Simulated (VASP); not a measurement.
# Nb (Fm-3m) in VASP: a series of runs

One crystal, Nb, is run at these levels: PBE; tasks: relaxation of cell and atoms.

Everything below comes from runs of VASP 6.6.1. Logs are shortened: lines on timing, memory, paths and dates and some standing lists are left out, and cuts for length are marked.

### 1 Starting point

The structure is cubic, space group Fm-3m (No. 225). Conventional cell: a = 4.230 Å, b = 4.230 Å, c = 4.230 Å, α = 90.00°, β = 90.00°, γ = 90.00°. Around Nb (site symmetry m-3m) lie 12 Nb at 2.99 Å.

This isn't the form of Nb at room conditions, which is bcc.

### 2 Relaxation of cell and atoms, PBE

INCAR reads:

```
PREC = Accurate
ENCUT = 520
EDIFF = 1E-6
ISMEAR = 0
SIGMA = 0.1
LREAL = F
LASPH = T
NELM = 120
ALGO = Normal
ISIF = 3
LWAVE = F
LCHARG = F
GGA = PE
IBRION = 2
NSW = 90
EDIFFG = -0.01
```

KPOINTS reads:

```
Automatic mesh
0
Gamma
  18 18 18
```

POSCAR reads:

```
Nb
1.0
    0.0000000000      2.1150000000      2.1150000000
    2.1150000000      0.0000000000      2.1150000000
    2.1150000000      2.1150000000      0.0000000000
Nb
1
Direct
    0.0000000000      0.0000000000      0.0000000000
```

Potentials or basis: VASP PAW PBE potentials, release 64 (Nb_sv).

Run with:

```bash
$ cat potpaw_PBE.64/Nb_sv/POTCAR > POTCAR
$ mpirun -np 1 vasp_std > vasp.out
```

OUTCAR:

```text
PREC = Accurate
   ENCUT = 520
   EDIFF = 1E-6
   ISMEAR = 0
   LREAL = F
   LASPH = T
   NELM = 120
   ISIF = 3
   GGA = PE
   IBRION = 2
   NSW = 90
   EDIFFG = -0.01

 ion  position               nearest neighbor table
   1  0.000  0.000  0.000-

  LATTYP: Found a face centered cubic cell.
 ALAT       =     4.2300000000

  Lattice vectors:

 A1 = (   0.0000000000,   2.1150000000,   2.1150000000)
 A2 = (   2.1150000000,   0.0000000000,   2.1150000000)
 A3 = (   2.1150000000,   2.1150000000,   0.0000000000)

Analysis of symmetry for initial positions (statically):
=====================================================================
 Subroutine PRICEL returns:
 Original cell was already a primitive cell.

 Routine SETGRP: Setting up the symmetry group for a
 face centered cubic supercell.

 Subroutine GETGRP returns: Found 48 space group operations
 (whereof 48 operations were pure point group operations)
 out of a pool of 48 trial point group operations.

The static configuration has the point symmetry O_h .

Analysis of symmetry for dynamics (positions and initial velocities):
=====================================================================
 Subroutine PRICEL returns:
 Original cell was already a primitive cell.

 Routine SETGRP: Setting up the symmetry group for a
 face centered cubic supercell.

 Subroutine GETGRP returns: Found 48 space group operations
 (whereof 48 operations were pure point group operations)
 out of a pool of 48 trial point group operations.

The dynamic configuration has the point symmetry O_h .

 Subroutine INISYM returns: Found 48 space group operations
 (whereof 48 operations are pure point group operations),
 and found     1 'primitive' translations

----------------------------------------------------------------------------------------

                                     Primitive cell

  volume of cell :      18.9217

  direct lattice vectors                    reciprocal lattice vectors
     0.000000000  2.115000000  2.115000000    -0.236406619  0.236406619  0.236406619
     2.115000000  0.000000000  2.115000000     0.236406619 -0.236406619  0.236406619
     2.115000000  2.115000000  0.000000000     0.236406619  0.236406619 -0.236406619

  length of vectors
     2.991061684  2.991061684  2.991061684     0.409468276  0.409468276  0.409468276

  position of ions in fractional coordinates (direct lattice)
     0.000000000  0.000000000  0.000000000

  ion indices of the primitive-cell ions
   primitive index   ion index
                 1           1

----------------------------------------------------------------------------------------

 KPOINTS: Automatic mesh

Automatic generation of k-mesh.
 Grid dimensions read from file:
 generate k-points for:   18   18   18

 Generating k-lattice:

  Cartesian coordinates                     Fractional coordinates (reciprocal lattice)
    -0.013133701  0.013133701  0.013133701     0.055555556  0.000000000  0.000000000
     0.013133701 -0.013133701  0.013133701     0.000000000  0.055555556  0.000000000
     0.013133701  0.013133701 -0.013133701     0.000000000  0.000000000  0.055555556

  Length of vectors
     0.022748238  0.022748238  0.022748238

  Shift w.r.t. Gamma in fractional coordinates (k-lattice)
     0.000000000  0.000000000  0.000000000

 Subroutine IBZKPT returns following result:
 ===========================================

 Found    195 irreducible k-points:

 Following reciprocal coordinates:
            Coordinates               Weight
  0.000000  0.000000  0.000000      1.000000
  0.055556  0.000000  0.000000      8.000000
  0.111111  0.000000  0.000000      8.000000
  0.166667  0.000000  0.000000      8.000000
  0.222222  0.000000  0.000000      8.000000
  0.277778  0.000000  0.000000      8.000000
[... 16 lines left out ...]
 -0.277778  0.055556  0.000000     24.000000
 -0.222222  0.055556  0.000000     24.000000
 [... further k-points ...]
   k-points           NKPTS =    195   k-points in BZ     NKDIM =    195   number of bands    NBANDS=     10
   number of dos      NEDOS =    301   number of ions     NIONS =      1
   total plane-waves  NPLWV =  13824
   dimension x,y,z NGX =    24 NGY =   24 NGZ =   24
   dimension x,y,z NGXF=    48 NGYF=   48 NGZF=   48
   ions per type =               1
   NGX,Y,Z   is equivalent  to a cutoff of  13.34, 13.34, 13.34 a.u.
   NGXF,Y,Z  is equivalent  to a cutoff of  26.68, 26.68, 26.68 a.u.
 SYSTEM =  unknown system
   PREC   = accura    normal or accurate (medium, high low for compatibility)
   ISTART =      0    job   : 0-new  1-cont  2-samecut
   ICHARG =      2    charge: 1-file 2-atom 10-const
   ISPIN  =      1    spin polarized calculation?
   LNONCOLLINEAR =      F non collinear calculations
   LSORBIT =      F    spin-orbit coupling
   LASPH  =      T    aspherical Exc in radial PAW
   ENCUT  =  520.0 eV  38.22 Ry    6.18 a.u.   5.56  5.56  5.56*2*pi/ulx,y,z
   NELM   =    120;   NELMIN=  2; NELMDL= -5     # of ELM steps
   EDIFF  = 0.1E-05   stopping-criterion for ELM
   LREAL  =      F    real-space projection
   EDIFFG = -.1E-01   stopping-criterion for IOM
   NSW    =     90    number of steps for IOM
   IBRION =      2    ionic relax: 0-MD 1-quasi-New 2-CG
   NFREE  =      1    steps in history (QN), initial steepest desc. (CG)
   ISIF   =      3    stress and relaxation
   ISYM   =      2    0-nonsym 1-usesym 2-fastsym
   POTIM  = 0.5000    time-step for ionic-motion
   TEBEG  =    0.0;   TEEND  =   0.0 temperature during run
   PSTRESS=    0.0 pullay stress
   NELECT =      13.0000    total number of electrons
   NUPDOWN=      -1.0000    fix difference up-down
   EMIN   =  10.00;   EMAX   =-10.00  energy-range for DOS
   EFERMI =   0.00;   METHOD = LEGACY
   ISMEAR =     0;   SIGMA  =   0.10  broadening in eV -4-tet -1-fermi 0-gaus
   EFERMI_NEDOS =   21; number of points for ismear=-14 and -15
   IALGO  =     38    algorithm
   IMIX   =      4    mixing-type and parameters
     AMIX     =   0.40;   BMIX     =  1.00
     AMIX_MAG =   1.60;   BMIX_MAG =  1.00
  volume/ion in A,a.u.               =      18.92       127.69
  Fermi-wavevector in a.u.,A,eV,Ry     =   1.444560  2.729823 28.392005  2.086754
  Thomas-Fermi vector in A             =   2.562841
   LORBIT       =      0    0 simple, 1 ext, 2 COOP (PROOUT), +10 PAW based schemes
   GGA     = PE    functional components
   LHFCALC =     F    Hartree Fock is set to
   AEXX    =    0.0000 exact exchange contribution
   IVDW    =     0    specifies the selected vdW correction
   LEPSILON=     F    determine dielectric tensor
   LRPA    =     F    only Hartree local field effects (RPA)
 conjugate gradient relaxation of ions
 non-spin polarized calculation
 Gauss-broadening in eV      SIGMA  =   0.10
  energy-cutoff  :      520.00
  volume of cell :       18.92
 maximum number of plane-waves:       532
 NGX is ok and might be reduce to    24
   NGX = 11   NGY = 11   NGZ = 11

--------------------------------------- Ionic step        1  -------------------------------------------

 number of electron      13.0000001 magnetization

 Free energy of the ion-electron system (eV)
  ---------------------------------------------------
  ext. energy  EPLUGINS =         0.00000000
  ---------------------------------------------------
  free energy    TOTEN  =        -9.89694696 eV

  energy without entropy =       -9.89021684  energy(sigma->0) =       -9.89358190

------------------------ aborting loop because EDIFF is reached ----------------------------------------

  FORCE on cell =-STRESS in cart. coord.  units (eV):
  Direction    XX          YY          ZZ          XY          YZ          ZX
  --------------------------------------------------------------------------------------
  -------------------------------------------------------------------------------------
  Total       -0.1965582     -0.1965582     -0.1965582     -0.0000000      0.0000000     -0.0000000
  in kB      -16.6433491    -16.6433491    -16.6433491     -0.0000000      0.0000000     -0.0000000
  external PRESSURE =     -16.6433491 kB  Pullay stress =       0.0000000 kB

 VOLUME and BASIS-vectors are now :
 -----------------------------------------------------------------------------
  energy-cutoff  :      520.00
  volume of cell :       18.92
      direct lattice vectors                 reciprocal lattice vectors
     0.000000000  2.115000000  2.115000000    -0.236406619  0.236406619  0.236406619
     2.115000000  0.000000000  2.115000000     0.236406619 -0.236406619  0.236406619
     2.115000000  2.115000000  0.000000000     0.236406619  0.236406619 -0.236406619
[... 36 lines left out ...]
 POSITION                                       TOTAL-FORCE (eV/Angst)
 -----------------------------------------------------------------------------------
      2.09494      4.18989      2.09494         0.000000      0.000000     -0.000000
 -----------------------------------------------------------------------------------
    total drift:                               -0.000000     -0.000000      0.000000

  FREE ENERGIE OF THE ION-ELECTRON SYSTEM (eV)
  ---------------------------------------------------
  free  energy   TOTEN  =        -9.8947297431 eV

  energy  without entropy=       -9.8881599670  energy(sigma->0) =       -9.89144486

--------------------------------------- Ionic step        3  -------------------------------------------

 number of electron      13.0000001 magnetization

 Free energy of the ion-electron system (eV)
  ---------------------------------------------------
  ext. energy  EPLUGINS =         0.00000000
  ---------------------------------------------------
  free energy    TOTEN  =        -9.89797064 eV

  energy without entropy =       -9.89131183  energy(sigma->0) =       -9.89464124

 E-fermi :  11.0021     XC(G=0): -12.3033

 val. band max:       10.9752605685   @ k =   0.4444   0.3333   0.1111
 cond. band min:      11.0052700900   @ k =   0.0556   0.0000   0.0000
 fundamental gap:      0.0300095215
 Fermi energy:        11.0020996571

 k-point     1 :       0.0000    0.0000    0.0000
  band No.  band energies     occupation
      1     -43.7990      2.00000
      2     -19.1822      2.00000
      3     -19.1822      2.00000
      4     -19.1822      2.00000
      5       4.7637      2.00000
      6      11.0966      0.18163
      7      11.0966      0.18163
      8      11.0966      0.18163
      9      13.6975      0.00000
     10      13.6975      0.00000

 k-point     2 :       0.0556    0.0000    0.0000
  band No.  band energies     occupation
      1     -43.7932      2.00000
      2     -19.2208      2.00000
      3     -19.1870      2.00000
      4     -19.1870      2.00000
      5       4.8796      2.00000
      6      11.0053      0.96424
      7      11.1503      0.03612
      8      11.1503      0.03612
      9      13.6490      0.00000
     10      13.6490      0.00000
[... 274 lines left out ...]
 k-point    24 :      -0.2222    0.0556    0.0000
  band No.  band energies     occupation
      1     -43.7043      2.00000
      2     -19.7685      2.00000
      3     -19.2961      2.00000
      4     -19.2431      2.00000
      5       6.5756      2.00000
      6      10.1998      2.00000
      7      11.4459      0.00000
      8      11.5660      0.00000
      9      13.2957      0.00000
     10      14.1457      0.00000

 [... further k-points ...]

------------------------ aborting loop because EDIFF is reached ----------------------------------------

  FORCE on cell =-STRESS in cart. coord.  units (eV):
  Direction    XX          YY          ZZ          XY          YZ          ZX
  --------------------------------------------------------------------------------------
  -------------------------------------------------------------------------------------
  Total       -0.0007439     -0.0007439     -0.0007439      0.0000000     -0.0000000      0.0000000
  in kB       -0.0636380     -0.0636380     -0.0636380      0.0000000     -0.0000000      0.0000000
  external PRESSURE =      -0.0636380 kB  Pullay stress =       0.0000000 kB

 VOLUME and BASIS-vectors are now :
 -----------------------------------------------------------------------------
  energy-cutoff  :      520.00
  volume of cell :       18.73
      direct lattice vectors                 reciprocal lattice vectors
    -0.000000000  2.107748738  2.107748738    -0.237219926  0.237219926  0.237219926
     2.107748738  0.000000000  2.107748738     0.237219926 -0.237219926  0.237219926
     2.107748738  2.107748738 -0.000000000     0.237219926  0.237219926 -0.237219926

 POSITION                                       TOTAL-FORCE (eV/Angst)
 -----------------------------------------------------------------------------------
      0.00000      0.00000      0.00000         0.000000      0.000000      0.000000
 -----------------------------------------------------------------------------------
    total drift:                                0.000000     -0.000000     -0.000000

  FREE ENERGIE OF THE ION-ELECTRON SYSTEM (eV)
  ---------------------------------------------------
  free  energy   TOTEN  =        -9.8979706432 eV

  energy  without entropy=       -9.8913118299  energy(sigma->0) =       -9.89464124

 reached required accuracy - stopping structural energy minimisation
```

Wall time 45 s (1 thread of Intel Xeon Platinum 8488C (Sapphire Rapids), shared host); peak memory 0.18 GiB.

Results:

```yaml
Free_energy: -9.8980 eV
Relaxed_volume: 18.73 Å³/atom
Relaxed_cell: a = 2.981 Å, b = 2.981 Å, c = 2.981 Å, α = 60.00°, β = 60.00°, γ = 60.00°
Space_group_after_relaxing_to_0.05_Å: Fm-3m (No. 225)
Energy_gained_by_relaxing: 1.0 meV/atom
Ionic_steps: 3
Pressure_after_relaxing: 0.0 GPa
Band_gap_on_the_k_mesh: none (metal or under the smearing width)
```

Step by step:
| step | energy change (eV) | largest force (eV/Å) | pressure (GPa) | volume (Å³) |
| --- | --- | --- | --- | --- |
| 1 | 0.0000 | 0.0000 | -1.66 | 18.92 |
| 2 | 0.0022 | 0.0000 | 3.12 | 18.39 |
| 3 | -0.0010 | 0.0000 | -0.01 | 18.73 |

Final structure:
```
CELL_PARAMETERS angstrom
0.00000 2.10775 2.10775
2.10775 0.00000 2.10775
2.10775 2.10775 0.00000
ATOMIC_POSITIONS crystal
Nb 0.00000 0.00000 0.00000
```

(Part 1 of 2 ends here.)
